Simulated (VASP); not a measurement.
# CdF2 (Fm-3m) in VASP: notebook

One crystal, CdF2, is run at these levels: PBEsol, PBE; tasks: elastic constants, phonons, dielectric tensor.

Program: VASP 6.6.1. These are calculated values, not measurements. Logs are shortened: lines on timing, memory, paths and dates and some standing lists are left out, and cuts for length are marked.

### 1 The structure

Symmetry: Fm-3m, No. 225, cubic system. Conventional cell: a = 5.394 Å, b = 5.394 Å, c = 5.394 Å, α = 90.00°, β = 90.00°, γ = 90.00°. Cd (site symmetry m-3m) is surrounded by 8 F at 2.34 Å. F (site symmetry -43m) is surrounded by 4 Cd at 2.34 Å.

### 2 Elastic constants, PBEsol

Input file POSCAR:

```
CdF2
1.0
    0.0000000000      2.6969680771      2.6969680771
    2.6969680771      0.0000000000      2.6969680771
    2.6969680771      2.6969680771      0.0000000000
  Cd              F
     1     2
Direct
     0.0000000000000000    0.0000000000000000    0.0000000000000000
     0.2500000000000000    0.2500000000000000    0.2500000000000000
     0.7500000000000000    0.7500000000000000    0.7500000000000000
```

Input file INCAR.step1:

```
PREC = Accurate
ENCUT = 600
EDIFF = 1E-8
ISMEAR = 0
SIGMA = 0.03
LREAL = False
LASPH = True
NELM = 80
ALGO = Fast
ISIF = 3
LWAVE = False
LCHARG = False
GGA = PS
KPAR = 2
IBRION = 2
NSW = 40
EDIFFG = -0.002
```

Input file INCAR.step2:

```
PREC = Accurate
ENCUT = 600
EDIFF = 1E-8
ISMEAR = 0
SIGMA = 0.03
LREAL = False
LASPH = True
NELM = 80
ALGO = Fast
ISIF = 3
LWAVE = False
LCHARG = False
GGA = PS
KPAR = 2
IBRION = 6
NFREE = 2
POTIM = 0.015
NSW = 1
```

Input file KPOINTS:

```
Automatic mesh
0
Gamma
  10 10 10
```

Potentials or basis: VASP PAW PBE potentials, release 64 (Cd, F).

Started as:

```
> cat potpaw_PBE.64/Cd/POTCAR potpaw_PBE.64/F/POTCAR > POTCAR
> cp INCAR.step1 INCAR
> mpirun -np 2 vasp_std > vasp.out
> cp CONTCAR POSCAR
> cp INCAR.step2 INCAR
> mpirun -np 2 vasp_std > vasp.out
```

OUTCAR:

```text
PREC = Accurate
   ENCUT = 600
   EDIFF = 1E-8
   ISMEAR = 0
   LREAL = False
   LASPH = True
   NELM = 80
   ISIF = 3
   GGA = PS
   IBRION = 6
   NFREE = 2
   POTIM = 0.015
   NSW = 1

 ion  position               nearest neighbor table
   1  0.000  0.000  0.000-   2 2.34   3 2.34   3 2.34   3 2.34   3 2.34   2 2.34   2 2.34   2 2.34

   2  0.250  0.250  0.250-   1 2.34   1 2.34   1 2.34   1 2.34
   3  0.750  0.750  0.750-   1 2.34   1 2.34   1 2.34   1 2.34

  LATTYP: Found a face centered cubic cell.
 ALAT       =     5.3939361542

  Lattice vectors:

 A1 = (   0.0000000000,   2.6969680771,   2.6969680771)
 A2 = (   2.6969680771,   0.0000000000,   2.6969680771)
 A3 = (   2.6969680771,   2.6969680771,   0.0000000000)

Analysis of symmetry for initial positions (statically):
=====================================================================
 Subroutine PRICEL returns:
 Original cell was already a primitive cell.

 Routine SETGRP: Setting up the symmetry group for a
 face centered cubic supercell.

 Subroutine GETGRP returns: Found 48 space group operations
 (whereof 48 operations were pure point group operations)
 out of a pool of 48 trial point group operations.

The static configuration has the point symmetry O_h .

Analysis of symmetry for dynamics (positions and initial velocities):
=====================================================================
 Subroutine PRICEL returns:
 Original cell was already a primitive cell.

 Routine SETGRP: Setting up the symmetry group for a
 face centered cubic supercell.

 Subroutine GETGRP returns: Found 48 space group operations
 (whereof 48 operations were pure point group operations)
 out of a pool of 48 trial point group operations.

The dynamic configuration has the point symmetry O_h .

 Subroutine INISYM returns: Found 48 space group operations
 (whereof 48 operations are pure point group operations),
 and found     1 'primitive' translations
[... 354 lines left out ...]
  band No.  band energies     occupation
      1     -22.1696      2.00000
      2     -21.0425      2.00000
      3      -7.0984      2.00000
      4      -7.0878      2.00000
      5      -7.0773      2.00000
      6      -5.8503      2.00000
[... 457 lines left out ...]
      4      -6.4529      2.00000
      5      -6.3752      2.00000
      6      -5.8727      2.00000
[... 9 lines left out ...]
     16      11.6819      0.00000
     17      12.3852      0.00000

 [... further k-points ...]
[... 5 lines left out ...]
  --------------------------------------------------------------------------------------
  -------------------------------------------------------------------------------------
  Total        0.0050233      0.0035303      0.0035303      0.0000000      0.0304707      0.0000000
  in kB        0.2051381      0.1441680      0.1441680      0.0000000      1.2443305      0.0000000
  external PRESSURE =       0.1644913 kB  Pullay stress =       0.0000000 kB
[... 18 lines left out ...]
  FREE ENERGIE OF THE ION-ELECTRON SYSTEM (eV)
  ---------------------------------------------------
  free  energy   TOTEN  =       -11.5968376623 eV

  energy  without entropy=      -11.5968376623  energy(sigma->0) =      -11.59683766

 INTERNAL STRAIN TENSORS FROM STRAINED CELLS
 ============================================

 INTERNAL STRAIN TENSOR FOR ION    1 for displacements in x,y,z  (eV/Angst):
          X           Y           Z          XY          YZ          ZX
  --------------------------------------------------------------------------------
  x     0.00000    -0.00000    -0.00000     0.00000     0.00000     0.00000
  y    -0.00000    -0.00000     0.00000    -0.00000     0.00000    -0.00000
  z    -0.00000     0.00000     0.00000    -0.00000    -0.00000    -0.00000

 INTERNAL STRAIN TENSORS FROM DISPLACED ATOMS
 ============================================

 INTERNAL STRAIN TENSOR FOR ION    1 for displacements in x,y,z  (eV/Angst):
          X           Y           Z          XY          YZ          ZX
  --------------------------------------------------------------------------------
  x     0.00000     0.00000     0.00000     0.00000     0.00000     0.00000
  y     0.00000     0.00000     0.00000     0.00000     0.00000     0.00000
  z     0.00000     0.00000     0.00000     0.00000     0.00000     0.00000

 INTERNAL STRAIN TENSOR FOR ION    3 for displacements in x,y,z  (eV/Angst):
          X           Y           Z          XY          YZ          ZX
  --------------------------------------------------------------------------------
  x     0.00000    -0.00000    -0.00000     0.00000     2.02862     0.00000
  y    -0.00000    -0.00000    -0.00000     0.00000     0.00000     2.02862
  z    -0.00000    -0.00000     0.00000     2.02862     0.00000     0.00000

 Eigenvectors and eigenvalues of the dynamical matrix
 ----------------------------------------------------

   1 f  =    9.076720 THz    57.030716 2PiTHz  302.766803 cm-1    37.538282 meV
             X         Y         Z           dx          dy          dz
      0.000000  0.000000  0.000000     0.000000   -0.000000   -0.000000
      1.348484  1.348484  1.348484     0.216352    0.673195    0.000189
      4.045452  4.045452  4.045452    -0.216352   -0.673195   -0.000189
[... 43 lines left out ...]
   9 f/i=    0.011081 THz     0.069625 2PiTHz    0.369630 cm-1     0.045828 meV
             X         Y         Z           dx          dy          dz
      0.000000  0.000000  0.000000     0.271466   -0.777608    0.259946
      1.348484  1.348484  1.348484     0.112026   -0.320895    0.107272
      4.045452  4.045452  4.045452     0.112026   -0.320895    0.107272

--------------------------------------------------------------------------------------------------------

 ELASTIC MODULI CONTR FROM IONIC RELAXATION (kBar)
 Direction    XX          YY          ZZ          XY          YZ          ZX
 --------------------------------------------------------------------------------
 XX          -0.0000     -0.0000      0.0000      0.0000     -0.0000      0.0000
 YY          -0.0000     -0.0000     -0.0000      0.0000      0.0000      0.0000
 ZZ           0.0000     -0.0000     -0.0000     -0.0000      0.0000      0.0000
 XY           0.0000      0.0000     -0.0000    -52.4834     -0.0000     -0.0000
 YZ          -0.0000      0.0000      0.0000     -0.0000    -52.4834     -0.0000
 ZX           0.0000      0.0000      0.0000     -0.0000     -0.0000    -52.4834
 --------------------------------------------------------------------------------

 TOTAL ELASTIC MODULI (kBar)
 Direction    XX          YY          ZZ          XY          YZ          ZX
 --------------------------------------------------------------------------------
 XX        1812.3765    729.8703    729.8703     -0.0000      0.0000      0.0000
 YY         729.8703   1812.3765    729.8703      0.0000      0.0000      0.0000
 ZZ         729.8703    729.8703   1812.3765     -0.0000      0.0000     -0.0000
 XY          -0.0000      0.0000     -0.0000    213.0898     -0.0000     -0.0000
 YZ           0.0000      0.0000      0.0000     -0.0000    213.0898     -0.0000
 ZX           0.0000      0.0000     -0.0000     -0.0000     -0.0000    213.0898
 --------------------------------------------------------------------------------
```

OUTCAR.step1:

```text
PREC = Accurate
   ENCUT = 600
   EDIFF = 1E-8
   ISMEAR = 0
   LREAL = False
   LASPH = True
   NELM = 80
   ISIF = 3
[... 710 lines left out ...]
      1.34848      1.34848      1.34848         0.000000      0.000000     -0.000000
      4.04545      4.04545      4.04545        -0.000000     -0.000000      0.000000
 -----------------------------------------------------------------------------------
    total drift:                                0.000000     -0.000000      0.000000

  FREE ENERGIE OF THE ION-ELECTRON SYSTEM (eV)
  ---------------------------------------------------
  free  energy   TOTEN  =       -11.5973411567 eV

  energy  without entropy=      -11.5973411567  energy(sigma->0) =      -11.59734116

 reached required accuracy - stopping structural energy minimisation
```

OSZICAR.step1:

```text
N       E                     dE             d eps       ncg     rms          rms(c)
DAV:   1     0.216148331359E+03    0.21615E+03   -0.17117E+04  1638   0.174E+03
DAV:   2    -0.363300140175E+01   -0.21978E+03   -0.21317E+03  1843   0.404E+02
DAV:   3    -0.129763262102E+02   -0.93433E+01   -0.93178E+01  1754   0.932E+01
DAV:   4    -0.130291621804E+02   -0.52836E-01   -0.52820E-01  1887   0.677E+00
DAV:   5    -0.130293408419E+02   -0.17866E-03   -0.17866E-03  1697   0.348E-01    0.942E+00
RMM:   6    -0.116455390871E+02    0.13838E+01   -0.42105E+00  1598   0.153E+01    0.793E+00
RMM:   7    -0.116164694576E+02    0.29070E-01   -0.16469E-01  1598   0.392E+00    0.373E+00
RMM:   8    -0.115972952500E+02    0.19174E-01   -0.43596E-02  1598   0.231E+00    0.107E+00
RMM:   9    -0.115970611321E+02    0.23412E-03   -0.51213E-03  1598   0.900E-01    0.130E-01
RMM:  10    -0.115974447123E+02   -0.38358E-03   -0.28173E-03  1598   0.394E-01    0.113E-01
RMM:  11    -0.115973321413E+02    0.11257E-03   -0.54934E-04  1598   0.195E-01    0.291E-02
RMM:  12    -0.115973401398E+02   -0.79985E-05   -0.33579E-05  1598   0.568E-02    0.677E-03
RMM:  13    -0.115973418569E+02   -0.17171E-05   -0.10233E-05  1598   0.275E-02    0.129E-02
RMM:  14    -0.115973411873E+02    0.66959E-06   -0.39370E-06  1598   0.190E-02    0.829E-04
RMM:  15    -0.115973411561E+02    0.31182E-07   -0.19657E-07  1422   0.442E-03    0.373E-04
RMM:  16    -0.115973411567E+02   -0.59117E-09   -0.21420E-08  1067   0.105E-03
   1 F= -.11597341E+02 E0= -.11597341E+02  d E =-.115973E+02
```

Wall time 8.8 min (2 MPI ranks of AMD EPYC 9R45 (Zen 5), shared host); peak memory 0.45 GiB.

Results:

- Elastic constants C11, C12, C44: 181, 73, 21 GPa
- Voigt bulk modulus: 109 GPa
- Highest phonon frequency at Γ, LO-TO splitting left out: 303 cm⁻¹

Phonon frequencies in cm⁻¹ (negative: imaginary):
| q point | frequencies |
| --- | --- |
| (0.000, 0.000, 0.000) | 0 0 0 223 223 223 303 303 303 |

Elastic tensor in Voigt notation (GPa, in the Cartesian axes of the cell as first typed):
```
181  73  73   0   0   0
 73 181  73   0   0   0
 73  73 181   0   0   0
  0   0   0  21   0   0
  0   0   0   0  21   0
  0   0   0   0   0  21
```

Clamped-ion elastic tensor (GPa):
```
181  73  73   0   0   0
 73 181  73   0   0   0
 73  73 181   0   0   0
  0   0   0  27   0   0
  0   0   0   0  27   0
  0   0   0   0   0  27
```

Caveat: the PAW data sets were made with another functional, which shifts forces and pressure a little.

[end of part 1 of 2]
